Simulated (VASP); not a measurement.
# AgBr (Fm-3m) in VASP: notebook

The runs below take AgBr through band structure, with LDA, PBEsol.

Program: VASP 6.6.1. These are calculated values, not measurements. Logs are shortened: lines on timing, memory, paths and dates and some standing lists are left out, and cuts for length are marked.

## 1. The crystal as given

Symmetry: Fm-3m, No. 225, cubic system. Conventional cell: a = 5.589 Å, b = 5.589 Å, c = 5.589 Å, α = 90.00°, β = 90.00°, γ = 90.00°. Around Ag (site symmetry m-3m) lie 6 Br at 2.79 Å. Br (site symmetry m-3m) has 6 Ag at 2.79 Å as nearest neighbours.

The cell is a database's computed one.

## 2. Band structure, LDA

The input, INCAR:

```
SYSTEM = AgBr
ALGO     = Normal         ! electronic algorithm
EDIFF    = 1E-7           ! SCF threshold, eV
ENCUT    = 300            ! plane-wave cutoff, eV
ISIF     = 2              ! what is computed and relaxed
ISMEAR   = 0              ! smearing method
LASPH    = .True.         ! aspherical terms in the spheres
LCHARG   = .False.        ! write CHGCAR
LMAXMIX  = 4              ! l up to which the mixer works
LREAL    = .False.        ! projectors in reciprocal space
LWAVE    = .False.        ! write WAVECAR
NELM     = 100            ! most SCF steps
PREC     = Accurate       ! precision mode
SIGMA    = 0.02           ! smearing width, eV
```

The input, KPOINTS:

```
k-points
0
Gamma
  4 4 4
  0 0 0
```

The input, POSCAR:

```
AgBr                                    
1.0
   -0.0000000000      2.7945315189      2.7945315189
    2.7945315189      0.0000000000      2.7945315189
    2.7945315189      2.7945315189     -0.0000000000
  Ag              Br            
     1     1
Direct
     0.0000000000000000    0.0000000000000000    0.0000000000000000
     0.5000000000000000    0.5000000000000000    0.5000000000000000
```

The input, KPOINTS_OPT:

```
path GXWKGLUWLK,UX
10
line-mode
reciprocal
 0.0000000000  0.0000000000  0.0000000000  G
 0.5000000000  0.0000000000  0.5000000000  X

 0.5000000000  0.0000000000  0.5000000000  X
 0.5000000000  0.2500000000  0.7500000000  W

 0.5000000000  0.2500000000  0.7500000000  W
 0.3750000000  0.3750000000  0.7500000000  K

 0.3750000000  0.3750000000  0.7500000000  K
 0.0000000000  0.0000000000  0.0000000000  G

 0.0000000000  0.0000000000  0.0000000000  G
 0.5000000000  0.5000000000  0.5000000000  L

 0.5000000000  0.5000000000  0.5000000000  L
 0.6250000000  0.2500000000  0.6250000000  U

 0.6250000000  0.2500000000  0.6250000000  U
 0.5000000000  0.2500000000  0.7500000000  W

 0.5000000000  0.2500000000  0.7500000000  W
 0.5000000000  0.5000000000  0.5000000000  L

 0.5000000000  0.5000000000  0.5000000000  L
 0.3750000000  0.3750000000  0.7500000000  K

 0.6250000000  0.2500000000  0.6250000000  U
 0.5000000000  0.0000000000  0.5000000000  X
```

Potentials or basis: VASP PAW LDA potentials, release 64 (Ag, Br).

Started as:

```
cat potpaw_LDA.64/Ag/POTCAR potpaw_LDA.64/Br/POTCAR > POTCAR
mpirun -np 1 vasp_std > vasp.out
```

OUTCAR:

```text
SYSTEM = AgBr
   EDIFF = 1E-7
   ENCUT = 300
   ISIF = 2
   ISMEAR = 0
   LASPH = .True.
   LREAL = .False.
   NELM = 100
   PREC = Accurate

 ion  position               nearest neighbor table
   1  0.000  0.000  0.000-   2 2.79   2 2.79   2 2.79   2 2.79   2 2.79   2 2.79
   2  0.500  0.500  0.500-   1 2.79   1 2.79   1 2.79   1 2.79   1 2.79   1 2.79

  LATTYP: Found a face centered cubic cell.
 ALAT       =     5.5890630378

  Lattice vectors:

 A1 = (   0.0000000000,   2.7945315189,   2.7945315189)
 A2 = (   2.7945315189,   0.0000000000,   2.7945315189)
 A3 = (   2.7945315189,   2.7945315189,   0.0000000000)

Analysis of symmetry for initial positions (statically):
=====================================================================
 Subroutine PRICEL returns:
 Original cell was already a primitive cell.

 Routine SETGRP: Setting up the symmetry group for a
 face centered cubic supercell.

 Subroutine GETGRP returns: Found 48 space group operations
 (whereof 48 operations were pure point group operations)
 out of a pool of 48 trial point group operations.

The static configuration has the point symmetry O_h .

Analysis of symmetry for dynamics (positions and initial velocities):
=====================================================================
 Subroutine PRICEL returns:
 Original cell was already a primitive cell.

 Routine SETGRP: Setting up the symmetry group for a
 face centered cubic supercell.

 Subroutine GETGRP returns: Found 48 space group operations
 (whereof 48 operations were pure point group operations)
 out of a pool of 48 trial point group operations.

The dynamic configuration has the point symmetry O_h .

 Subroutine INISYM returns: Found 48 space group operations
 (whereof 48 operations are pure point group operations),
 and found     1 'primitive' translations

----------------------------------------------------------------------------------------

                                     Primitive cell

  volume of cell :      43.6473

  direct lattice vectors                    reciprocal lattice vectors
     0.000000000  2.794531519  2.794531519    -0.178920866  0.178920866  0.178920866
     2.794531519  0.000000000  2.794531519     0.178920866 -0.178920866  0.178920866
     2.794531519  2.794531519  0.000000000     0.178920866  0.178920866 -0.178920866

  length of vectors
     3.952064375  3.952064375  3.952064375     0.309900031  0.309900031  0.309900031

  position of ions in fractional coordinates (direct lattice)
     0.000000000  0.000000000  0.000000000
     0.500000000  0.500000000  0.500000000

  ion indices of the primitive-cell ions
   primitive index   ion index
                 1           1
                 2           2

----------------------------------------------------------------------------------------

 KPOINTS: k-points

Automatic generation of k-mesh.
 Grid dimensions read from file:
 generate k-points for:    4    4    4

 Generating k-lattice:

  Cartesian coordinates                     Fractional coordinates (reciprocal lattice)
    -0.044730217  0.044730217  0.044730217     0.250000000  0.000000000  0.000000000
     0.044730217 -0.044730217  0.044730217     0.000000000  0.250000000  0.000000000
     0.044730217  0.044730217 -0.044730217     0.000000000  0.000000000  0.250000000

  Length of vectors
     0.077475008  0.077475008  0.077475008

  Shift w.r.t. Gamma in fractional coordinates (k-lattice)
     0.000000000  0.000000000  0.000000000

 Subroutine IBZKPT returns following result:
 ===========================================

 Found      8 irreducible k-points:

 Following reciprocal coordinates:
            Coordinates               Weight
  0.000000  0.000000  0.000000      1.000000
  0.250000  0.000000  0.000000      8.000000
  0.500000  0.000000  0.000000      4.000000
  0.250000  0.250000  0.000000      6.000000
  0.500000  0.250000  0.000000     24.000000
 -0.250000  0.250000  0.000000     12.000000
  0.500000  0.500000  0.000000      3.000000
 -0.250000  0.500000  0.250000      6.000000
   k-points           NKPTS =      8   k-points in BZ     NKDIM =      8   number of bands    NBANDS=     13
   number of dos      NEDOS =    301   number of ions     NIONS =      2
   total plane-waves  NPLWV =  13824
   dimension x,y,z NGX =    24 NGY =   24 NGZ =   24
   dimension x,y,z NGXF=    48 NGYF=   48 NGZF=   48
   ions per type =               1   1
   NGX,Y,Z   is equivalent  to a cutoff of  10.10, 10.10, 10.10 a.u.
   NGXF,Y,Z  is equivalent  to a cutoff of  20.19, 20.19, 20.19 a.u.
 SYSTEM =  AgBr
   PREC   = accura    normal or accurate (medium, high low for compatibility)
   ISTART =      0    job   : 0-new  1-cont  2-samecut
   ICHARG =      2    charge: 1-file 2-atom 10-const
   ISPIN  =      1    spin polarized calculation?
   LNONCOLLINEAR =      F non collinear calculations
   LSORBIT =      F    spin-orbit coupling
   LASPH  =      T    aspherical Exc in radial PAW
   ENCUT  =  300.0 eV  22.05 Ry    4.70 a.u.   5.58  5.58  5.58*2*pi/ulx,y,z
   NELM   =    100;   NELMIN=  2; NELMDL= -5     # of ELM steps
   EDIFF  = 0.1E-06   stopping-criterion for ELM
   LREAL  =      F    real-space projection
   EDIFFG = 0.1E-05   stopping-criterion for IOM
   NSW    =      0    number of steps for IOM
   IBRION =     -1    ionic relax: 0-MD 1-quasi-New 2-CG
   NFREE  =      0    steps in history (QN), initial steepest desc. (CG)
   ISIF   =      2    stress and relaxation
   ISYM   =      2    0-nonsym 1-usesym 2-fastsym
   POTIM  = 0.5000    time-step for ionic-motion
   TEBEG  =    0.0;   TEEND  =   0.0 temperature during run
   PSTRESS=    0.0 pullay stress
   NELECT =      18.0000    total number of electrons
   NUPDOWN=      -1.0000    fix difference up-down
   EMIN   =  10.00;   EMAX   =-10.00  energy-range for DOS
   EFERMI =   0.00;   METHOD = LEGACY
   ISMEAR =     0;   SIGMA  =   0.02  broadening in eV -4-tet -1-fermi 0-gaus
   EFERMI_NEDOS =   21; number of points for ismear=-14 and -15
   IALGO  =     38    algorithm
   IMIX   =      4    mixing-type and parameters
     AMIX     =   0.40;   BMIX     =  1.00
     AMIX_MAG =   1.60;   BMIX_MAG =  1.00
  volume/ion in A,a.u.               =      21.82       147.27
  Fermi-wavevector in a.u.,A,eV,Ry     =   1.218559  2.302743 20.203110  1.484887
  Thomas-Fermi vector in A             =   2.353842
   LORBIT       =      0    0 simple, 1 ext, 2 COOP (PROOUT), +10 PAW based schemes
   GGA     = CA    functional components
   LHFCALC =     F    Hartree Fock is set to
   AEXX    =    0.0000 exact exchange contribution
   IVDW    =     0    specifies the selected vdW correction
   LEPSILON=     F    determine dielectric tensor
   LRPA    =     F    only Hartree local field effects (RPA)
 non-spin polarized calculation
 Gauss-broadening in eV      SIGMA  =   0.02
  energy-cutoff  :      300.00
  volume of cell :       43.65
 maximum number of plane-waves:       531
 NGX is ok and might be reduce to    24
   NGX = 11   NGY = 11   NGZ = 11

 number of electron      17.9999991 magnetization

 Free energy of the ion-electron system (eV)
  ---------------------------------------------------
  ext. energy  EPLUGINS =         0.00000000
  ---------------------------------------------------
  free energy    TOTEN  =        -6.37992267 eV

  energy without entropy =       -6.37992267  energy(sigma->0) =       -6.37992267

 E-fermi :   4.7099     XC(G=0): -10.6671

 val. band max:        4.5689302082   @ k =   0.5000   0.0000   0.0000
 cond. band min:       4.9632862373   @ k =   0.0000   0.0000   0.0000
 fundamental gap:      0.3943560291
 Fermi energy:         4.7098884266

 k-point     1 :       0.0000    0.0000    0.0000
  band No.  band energies     occupation
      1     -11.0774      2.00000
      2       1.3113      2.00000
      3       1.3113      2.00000
      4       1.3113      2.00000
      5       1.3161      2.00000
      6       1.3161      2.00000
      7       2.3394      2.00000
      8       2.3394      2.00000
      9       2.3394      2.00000
     10       4.9633      0.00000
     11      14.3721      0.00000
     12      14.3721      0.00000
     13      14.3721      0.00000

 k-point     2 :       0.2500    0.0000    0.0000
  band No.  band energies     occupation
      1     -10.8034      2.00000
      2      -0.2239      2.00000
      3       0.3032      2.00000
      4       0.3032      2.00000
      5       1.4985      2.00000
      6       1.4985      2.00000
      7       1.8859      2.00000
      8       3.6625      2.00000
      9       3.6625      2.00000
     10       7.3179      0.00000
     11      11.5262      0.00000
     12      12.5808      0.00000
     13      12.5808      0.00000

 k-point     3 :       0.5000    0.0000    0.0000
  band No.  band energies     occupation
      1     -10.4945      2.00000
      2      -1.5024      2.00000
      3      -0.2139      2.00000
      4      -0.2139      2.00000
      5       1.6977      2.00000
      6       1.6977      2.00000
      7       2.0883      2.00000
      8       4.5689      2.00000
      9       4.5689      2.00000
     10       7.8162      0.00000
     11      10.9629      0.00000
     12      10.9629      0.00000
     13      11.4605      0.00000
[... 49 lines left out ...]
 k-point     7 :       0.5000    0.5000    0.0000
  band No.  band energies     occupation
      1     -10.4679      2.00000
      2      -0.4018      2.00000
      3       0.9572      2.00000
      4       1.2772      2.00000
      5       1.2772      2.00000
      6       1.5152      2.00000
      7       1.8269      2.00000
      8       1.8269      2.00000
      9       1.9911      2.00000
     10       5.7309      0.00000
     11      11.3416      0.00000
     12      13.7417      0.00000
     13      15.7508      0.00000

 k-point     8 :      -0.2500    0.5000    0.2500
  band No.  band energies     occupation
      1     -10.4226      2.00000
      2      -0.2575      2.00000
      3      -0.0306      2.00000
      4      -0.0306      2.00000
      5       1.8273      2.00000
      6       1.8706      2.00000
      7       1.9231      2.00000
      8       1.9231      2.00000
      9       2.7041      2.00000
     10       8.2999      0.00000
     11      11.4866      0.00000
     12      12.0719      0.00000
     13      12.0719      0.00000

------------------------ aborting loop because EDIFF is reached ----------------------------------------

  FORCE on cell =-STRESS in cart. coord.  units (eV):
  Direction    XX          YY          ZZ          XY          YZ          ZX
  --------------------------------------------------------------------------------------
  -------------------------------------------------------------------------------------
  Total        0.0585092      0.0585092      0.0585092      0.0000000      0.0000000     -0.0000000
  in kB        2.1477190      2.1477190      2.1477190      0.0000000      0.0000000     -0.0000000
  external PRESSURE =       2.1477190 kB  Pullay stress =       0.0000000 kB

 VOLUME and BASIS-vectors are now :
 -----------------------------------------------------------------------------
  energy-cutoff  :      300.00
  volume of cell :       43.65
      direct lattice vectors                 reciprocal lattice vectors
     0.000000000  2.794531519  2.794531519    -0.178920866  0.178920866  0.178920866
     2.794531519  0.000000000  2.794531519     0.178920866 -0.178920866  0.178920866
     2.794531519  2.794531519  0.000000000     0.178920866  0.178920866 -0.178920866

 POSITION                                       TOTAL-FORCE (eV/Angst)
 -----------------------------------------------------------------------------------
      0.00000      0.00000      0.00000        -0.000000      0.000000     -0.000000
      2.79453      2.79453      2.79453         0.000000     -0.000000      0.000000
 -----------------------------------------------------------------------------------
    total drift:                                0.000000     -0.000000     -0.000000

  FREE ENERGIE OF THE ION-ELECTRON SYSTEM (eV)
  ---------------------------------------------------
  free  energy   TOTEN  =        -6.3799226731 eV

  energy  without entropy=       -6.3799226731  energy(sigma->0) =       -6.37992267
```

Run time: 5.2 s. Hardware: 1 thread of Intel Xeon 6975P-C (Granite Rapids), shared host; peak memory 0.12 GiB.

What came out:

```
Free energy             : -6.3799 eV
Pressure                : 0.2 GPa
Band gap on the k mesh  : 0.39 eV, indirect (least direct gap 2.62 eV)
Band gap along the path : 0.39 eV, indirect (least direct gap 2.62 eV)
```

Levels at the corners of the path, in eV from the valence-band top:
```csv
point,band 5,band 6,band 7,band 8,band 9,band 10,band 11,band 12,band 13
Γ,-3.25,-3.25,-2.23,-2.23,-2.23,0.39,9.80,9.80,9.80
X,-3.29,-3.05,-2.74,-2.74,-2.58,1.16,6.77,9.17,11.18
X,-3.29,-3.05,-2.74,-2.74,-2.58,1.16,6.77,9.17,11.18
W,-2.74,-2.70,-2.65,-2.65,-1.86,3.73,6.92,7.50,7.50
W,-2.74,-2.70,-2.65,-2.65,-1.86,3.73,6.92,7.50,7.50
K,-3.07,-2.81,-2.55,-2.34,-1.44,2.68,6.64,8.18,9.16
K,-3.07,-2.81,-2.55,-2.34,-1.44,2.68,6.64,8.18,9.16
Γ,-3.25,-3.25,-2.23,-2.23,-2.23,0.39,9.80,9.80,9.80
Γ,-3.25,-3.25,-2.23,-2.23,-2.23,0.39,9.80,9.80,9.80
L,-2.87,-2.87,-2.48,0.00,0.00,3.25,6.39,6.39,6.89
L,-2.87,-2.87,-2.48,0.00,0.00,3.25,6.39,6.39,6.89
U,-3.07,-2.81,-2.55,-2.34,-1.44,2.68,6.64,8.18,9.16
U,-3.07,-2.81,-2.55,-2.34,-1.44,2.68,6.64,8.18,9.16
W,-2.74,-2.70,-2.65,-2.65,-1.86,3.73,6.92,7.50,7.50
W,-2.74,-2.70,-2.65,-2.65,-1.86,3.73,6.92,7.50,7.50
L,-2.87,-2.87,-2.48,0.00,0.00,3.25,6.39,6.39,6.89
L,-2.87,-2.87,-2.48,0.00,0.00,3.25,6.39,6.39,6.89
K,-3.07,-2.81,-2.55,-2.34,-1.44,2.68,6.64,8.18,9.16
U,-3.07,-2.81,-2.55,-2.34,-1.44,2.68,6.64,8.18,9.16
X,-3.29,-3.05,-2.74,-2.74,-2.58,1.16,6.77,9.17,11.18
```

Caveat: the k mesh is coarse (spacing up to 0.49 Å⁻¹), so the values aren't converged; the cutoff is under 1.25 times the usual one of these potentials, so pressure, stress and relaxed cells hold a basis-set (Pulay) error.

[end of part 1 of 2]
